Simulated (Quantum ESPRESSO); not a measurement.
# CdTe (F-43m) in Quantum ESPRESSO: a series of runs, part 3 of 4

Quantum ESPRESSO 7.5.

**4. Phonons, LDA, target pressure 20 GPa, at which the enthalpy is minimised**

Contents of pw.in:

```
&CONTROL
  calculation = 'scf'
  prefix = 'pwscf'
  outdir = './tmp'
  pseudo_dir = './pseudo'
  tprnfor = .true.
  tstress = .true.
  disk_io = 'low'
/
&SYSTEM
  ibrav = 0
  nat = 2
  ntyp = 2
  ecutwfc = 45
  ecutrho = 360
  nbnd = 15
  occupations = 'smearing'
  smearing = 'fd'
  degauss = 0.00367493
/
&ELECTRONS
  conv_thr = 4d-10
  electron_maxstep = 120
  mixing_beta = 0.5
/
ATOMIC_SPECIES
Te   127.6000 te_lda_v1.uspp.F.UPF
Cd   112.4140 cd_lda_v1.uspp.F.UPF
CELL_PARAMETERS angstrom
   0.0000000000    3.2050000000    3.2050000000
   3.2050000000    0.0000000000    3.2050000000
   3.2050000000    3.2050000000    0.0000000000
ATOMIC_POSITIONS crystal
Te     0.7500000000    0.7500000000    0.7500000000
Cd     0.0000000000    0.0000000000    0.0000000000
K_POINTS automatic
6 6 6 1 1 1
```

Contents of relax.in:

```
&CONTROL
  calculation = 'vc-relax'
  prefix = 'pwscf'
  outdir = './tmp'
  pseudo_dir = './pseudo'
  tprnfor = .true.
  tstress = .true.
  disk_io = 'low'
  nstep = 40
  forc_conv_thr = 0.0001
  etot_conv_thr = 1d-06
/
&SYSTEM
  ibrav = 0
  nat = 2
  ntyp = 2
  ecutwfc = 45
  ecutrho = 360
  nbnd = 15
  occupations = 'smearing'
  smearing = 'fd'
  degauss = 0.00367493
/
&ELECTRONS
  conv_thr = 4d-10
  electron_maxstep = 120
  mixing_beta = 0.5
/
&IONS
  ion_dynamics = 'bfgs'
/
&CELL
  cell_dynamics = 'bfgs'
  press = 200
  press_conv_thr = 0.2
/
ATOMIC_SPECIES
Te   127.6000 te_lda_v1.uspp.F.UPF
Cd   112.4140 cd_lda_v1.uspp.F.UPF
CELL_PARAMETERS angstrom
   0.0000000000    3.2050000000    3.2050000000
   3.2050000000    0.0000000000    3.2050000000
   3.2050000000    3.2050000000    0.0000000000
ATOMIC_POSITIONS crystal
Te     0.7500000000    0.7500000000    0.7500000000
Cd     0.0000000000    0.0000000000    0.0000000000
K_POINTS automatic
6 6 6 1 1 1
```

Contents of gamma.in:

```
&CONTROL
  calculation = 'bands'
  prefix = 'pwscf'
  outdir = './tmp'
  pseudo_dir = './pseudo'
  disk_io = 'low'
  verbosity = 'high'
/
&SYSTEM
  ibrav = 0
  nat = 2
  ntyp = 2
  ecutwfc = 45
  ecutrho = 360
  nbnd = 15
  occupations = 'smearing'
  smearing = 'fd'
  degauss = 0.00367493
/
&ELECTRONS
  conv_thr = 1d-08
  electron_maxstep = 120
  mixing_beta = 0.5
  diago_full_acc = .true.
  startingwfc = 'random'
/
ATOMIC_SPECIES
Te   127.6000 te_lda_v1.uspp.F.UPF
Cd   112.4140 cd_lda_v1.uspp.F.UPF
CELL_PARAMETERS angstrom
   0.0000000000    2.9610204605    2.9610204605
   2.9610204605    0.0000000000    2.9610204605
   2.9610204605    2.9610204605    0.0000000000
ATOMIC_POSITIONS crystal
Te     0.7500000000    0.7500000000    0.7500000000
Cd     0.0000000000    0.0000000000    0.0000000000
K_POINTS crystal
1
0.0 0.0 0.0 1
```

Contents of scf2.in:

```
&CONTROL
  calculation = 'scf'
  prefix = 'pwscf'
  outdir = './tmp'
  pseudo_dir = './pseudo'
  tprnfor = .true.
  tstress = .true.
  disk_io = 'low'
/
&SYSTEM
  ibrav = 0
  nat = 2
  ntyp = 2
  ecutwfc = 45
  ecutrho = 360
  nbnd = 15
  occupations = 'fixed'
/
&ELECTRONS
  conv_thr = 1d-13
  electron_maxstep = 120
  mixing_beta = 0.5
  startingpot = 'file'
/
ATOMIC_SPECIES
Te   127.6000 te_lda_v1.uspp.F.UPF
Cd   112.4140 cd_lda_v1.uspp.F.UPF
CELL_PARAMETERS angstrom
   0.0000000000    2.9610204605    2.9610204605
   2.9610204605    0.0000000000    2.9610204605
   2.9610204605    2.9610204605    0.0000000000
ATOMIC_POSITIONS crystal
Te     0.7500000000    0.7500000000    0.7500000000
Cd     0.0000000000    0.0000000000    0.0000000000
K_POINTS automatic
6 6 6 1 1 1
```

Contents of ph.in:

```
phonons of CdTe
&INPUTPH
  prefix = 'pwscf'
  outdir = './tmp'
  tr2_ph = 1d-18
  fildyn = 'dyn'
  niter_ph = 90
  alpha_mix(1) = 0.7
  epsil = True
/
0.0000000000 0.0000000000 0.0000000000
```

Contents of dynmat.in:

```
&INPUT
  fildyn = 'dyn'
  asr = 'crystal'
  lperm = .true.
  filout = 'dynmat.disp'
  fileig = 'dynmat.eig'
/
```

Contents of dynmat_lo.in:

```
&INPUT
  fildyn = 'dyn'
  asr = 'crystal'
  filout = 'dynmat_lo.disp'
  fileig = 'dynmat_lo.eig'
  q(1) = 0
  q(2) = 0
  q(3) = 1
/
```

Potentials or basis: GBRV 1.5 LDA.

On the command line:

```bash
> OMP_NUM_THREADS=1 mpirun -n 4 pw.x -nk 4 -in pw.in > pw.out
> OMP_NUM_THREADS=1 mpirun -n 4 pw.x -nk 4 -in relax.in > relax.out
> OMP_NUM_THREADS=1 mpirun -n 4 pw.x -in gamma.in > gamma.out
> OMP_NUM_THREADS=1 mpirun -n 4 pw.x -nk 4 -in scf2.in > scf2.out
> OMP_NUM_THREADS=1 mpirun -n 4 ph.x -nk 4 -in ph.in > ph.out
> OMP_NUM_THREADS=1 mpirun -n 1 dynmat.x -in dynmat.in > dynmat.out
> OMP_NUM_THREADS=1 mpirun -n 1 dynmat.x -in dynmat_lo.in > dynmat_lo.out
```

pw.out:

```text
This program is part of the open-source Quantum ESPRESSO suite
     for quantum simulation of materials; please cite
         "P. Giannozzi et al., J. Phys.:Condens. Matter 21 395502 (2009);
         "P. Giannozzi et al., J. Phys.:Condens. Matter 29 465901 (2017);
         "P. Giannozzi et al., J. Chem. Phys. 152 154105 (2020);
     in publications or presentations arising from this work. More details at

     Message from routine setup:
     using ibrav=0 with symmetry is DISCOURAGED, use correct ibrav instead

     K-points division:     npool     =       4
     Subspace diagonalization in iterative solution of the eigenvalue problem:
     a serial algorithm will be used

     G-vector sticks info
     --------------------
     sticks:   dense  smooth     PW     G-vecs:    dense   smooth      PW
     Sum        1813     913    283                51253    18149    3119

[... 271 lines left out ...]

    -5.7389  -2.9897  -2.9753  -2.8911  -2.7962  -2.4488   1.0758   3.0449
     3.5212   8.2423   8.9157  11.2370  12.9313  14.0267  16.3290

          k =-0.4125 0.0589 0.0589 (  2264 PWs)   bands (ev):
[... 51 lines left out ...]
    -5.7654  -3.0263  -3.0170  -2.8280  -2.8141  -2.4046   0.6874   3.3020
     4.1628   7.9077   9.8879  10.9413  12.2178  14.0320  14.7746

     the Fermi energy is     5.8376 ev

!    total energy              =    -141.11290498 Ry
     estimated scf accuracy    <          3.4E-10 Ry
     smearing contrib. (-TS)   =      -0.00000001 Ry
     internal energy E=F+TS    =    -141.11290497 Ry

     The total energy is F=E-TS. E is the sum of the following terms:
     one-electron contribution =     -45.25225969 Ry
     hartree contribution      =      35.21780934 Ry
     xc contribution           =     -53.41456180 Ry
     ewald contribution        =     -77.66389282 Ry

     convergence has been achieved in   8 iterations

     negative rho (up, down):  1.864E-02 0.000E+00

     Forces acting on atoms (cartesian axes, Ry/au):

     atom    1 type  1   force =    -0.00000000    0.00000000    0.00000000
     atom    2 type  2   force =     0.00000000   -0.00000000    0.00000000

     Total force =     0.000000     Total SCF correction =     0.000000

     Computing stress (Cartesian axis) and pressure

     negative rho (up, down):  1.864E-02 0.000E+00
          total   stress  (Ry/bohr**3)                   (kbar)     P=        3.02
   0.00002051  -0.00000000   0.00000000            3.02       -0.00        0.00
   0.00000000   0.00002051  -0.00000000            0.00        3.02       -0.00
  -0.00000000  -0.00000000   0.00002051           -0.00       -0.00        3.02

=------------------------------------------------------------------------------=
   JOB DONE.
=------------------------------------------------------------------------------=
```

relax.out:

```text
This program is part of the open-source Quantum ESPRESSO suite
     for quantum simulation of materials; please cite
         "P. Giannozzi et al., J. Phys.:Condens. Matter 21 395502 (2009);
         "P. Giannozzi et al., J. Phys.:Condens. Matter 29 465901 (2017);
         "P. Giannozzi et al., J. Chem. Phys. 152 154105 (2020);
[... 2159 lines left out ...]
  -0.00000000   0.00139726  -0.00000000           -0.00      205.54       -0.00
   0.00000000  -0.00000000   0.00139726            0.00       -0.00      205.54

=------------------------------------------------------------------------------=
   JOB DONE.
=------------------------------------------------------------------------------=
```

gamma.out:

```text
This program is part of the open-source Quantum ESPRESSO suite
     for quantum simulation of materials; please cite
         "P. Giannozzi et al., J. Phys.:Condens. Matter 21 395502 (2009);
         "P. Giannozzi et al., J. Phys.:Condens. Matter 29 465901 (2017);
         "P. Giannozzi et al., J. Chem. Phys. 152 154105 (2020);
     in publications or presentations arising from this work. More details at
[... 354 lines left out ...]

          k = 0.0000 0.0000 0.0000 (  1807 PWs)   bands (ev):

    -4.6349  -0.9779  -0.9779  -0.9779  -0.4558  -0.4558   8.6554   8.6554
     8.6554   9.9685  12.7776  12.7776  12.7776  16.5865  18.6566

=------------------------------------------------------------------------------=
   JOB DONE.
=------------------------------------------------------------------------------=
```

Wall time 3.1 min (4 MPI ranks of Intel Xeon Platinum 8259CL at 2.50GHz (Skylake/Cascade Lake), shared host); peak memory 0.56 GiB.

Results:

```yaml
Free_energy: -1919.2104 eV
Relaxed_volume: 25.96 Å³/atom
Relaxed_cell: a = 4.188 Å, b = 4.188 Å, c = 4.188 Å, α = 60.00°, β = 60.00°, γ = 60.00°
Space_group_after_relaxing_to_0.05_Å: F-43m (No. 216)
Pressure_after_relaxing: 20.6 GPa
Electronic_dielectric_tensor_diagonal: 8.84
Born_charges_mean_of_the_diagonal: Te -1.68; Cd +1.67 e
Highest_phonon_frequency_at_Γ_LO-TO_splitting_left_out: 226 cm⁻¹
Static_dielectric_tensor_diagonal: 9.72
```

The path:
```tsv
step	energy change (eV)	largest force (eV/Å)	pressure (GPa)	volume (Å³)
1	0.0000	0.0000	0.30	65.84
2	0.1238	0.0000	6.43	59.45
3	0.8793	0.0000	23.41	50.66
4	0.6732	0.0000	19.29	52.21
5	0.7067	0.0000	19.97	51.93
6	0.7081	0.0000	20.00	51.92
```

Final structure:
```xyz
2
Lattice="0.0000 2.9610 2.9610 2.9610 0.0000 2.9610 2.9610 2.9610 0.0000" Properties=species:S:1:pos:R:3 pbc="T T T"
Te    4.4415    4.4415    4.4415
Cd    0.0000    0.0000    0.0000
```

Levels at points of the mesh, in eV from the valence-band top:
```
           k point  band 5  band 6  band 7  band 8  band 9  band 10  band 11  band 12  band 13  band 14
(0.08, 0.08, 0.08)   -8.99   -8.99   -0.75    0.00    0.00     1.98     4.31     4.40     4.40     8.51
```

Phonon frequencies in cm⁻¹ (negative: imaginary):
```
              q point           frequencies
(0.000, 0.000, 0.000)  -6 -6 -6 226 226 226
```

Electronic dielectric tensor:
```
8.84 0.00 0.00
0.00 8.84 0.00
0.00 0.00 8.84
```

Born effective charge tensors (e):
atom 1, Te
```
-1.68  0.00  0.00
 0.00 -1.68  0.00
 0.00  0.00 -1.68
```
atom 2, Cd
```
1.67 0.00 0.00
0.00 1.67 0.00
0.00 0.00 1.67
```

Optical modes at Γ, degenerate ones joined, polar ones without the macroscopic field:
```
cm⁻¹  components  symmetry     active in  IR intensity, summed ((D/Å)²/amu)
 226           3        T2  IR and Raman                               3.25
```

Zone-centre frequencies without and with the macroscopic field along z (cm⁻¹):
|  | optical modes in rising order |
| --- | --- |
| without | 226 226 226 |
| with the field | 226 226 236 |

Static dielectric tensor, electrons and zone-centre modes:
```
9.72 0.00 0.00
0.00 9.72 0.00
0.00 0.00 9.72
```

Caveat: the volume moved by over 15 % at a fixed basis, so the end points are rough; the cell is more than 3 GPa from zero pressure, which shifts response properties.

[end of part 3 of 4]
